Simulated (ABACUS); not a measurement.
Crystal: CoO.

```
CELL_PARAMETERS angstrom
0.00000 2.13150 2.13150
2.13150 0.00000 2.13150
2.13150 2.13150 0.00000
ATOMIC_POSITIONS crystal
Co 0.00000 0.00000 0.00000
O 0.50000 0.50000 0.50000
```

```yaml
Program: ABACUS 3.10.1
Task: single point
Functional: PBE
Potentials_or_basis: PseudoDojo NC SR 0.4.1 PBE standard
Cutoff: 1320 eV
Density_cutoff: 5279 eV
Basis: plane waves
k_mesh: 11 × 11 × 11
Occupations: fermi-dirac, width 0.05 eV
Spin: collinear spin, ferromagnetic start
Starting_moments: "[2.0, 0.0] μB"
```

On this cell: pressure -2.0 GPa; largest force zero by symmetry; net moment 2.99 μB per cell; band gap on the k mesh none (metal or under the smearing width).

The same run follows on a disturbed copy (atoms moved at random, drawn with an rms of 0.05 Å):

```
CELL_PARAMETERS angstrom
0.00000 2.13150 2.13150
2.13150 0.00000 2.13150
2.13150 2.13150 0.00000
ATOMIC_POSITIONS crystal
Co 0.99261 0.00830 0.01507
O 0.49712 0.51716 0.49531
```

Question: What does the disturbed cell give?

Answer: The energy (extrapolated to zero smearing) moves by +0.5 meV/atom; pressure -1.8 GPa; largest force 0.047 eV/Å; net moment 2.99 μB per cell; band gap on the k mesh none (metal or under the smearing width).

Forces in eV/Å, atoms in the order of the input:
```
Co  -0.022 -0.032  0.027
O    0.022  0.032 -0.027
```

Stress tensor (GPa, compression positive):
```
-1.91 -0.07  0.07
-0.07 -1.72  0.10
 0.07  0.10 -1.83
```

Caveats: a cell with one magnetic atom can't hold antiferromagnetic order, which such compounds often take; semilocal functionals often make such compounds metallic where correlation or magnetic order opens a gap, which also shifts bond lengths.
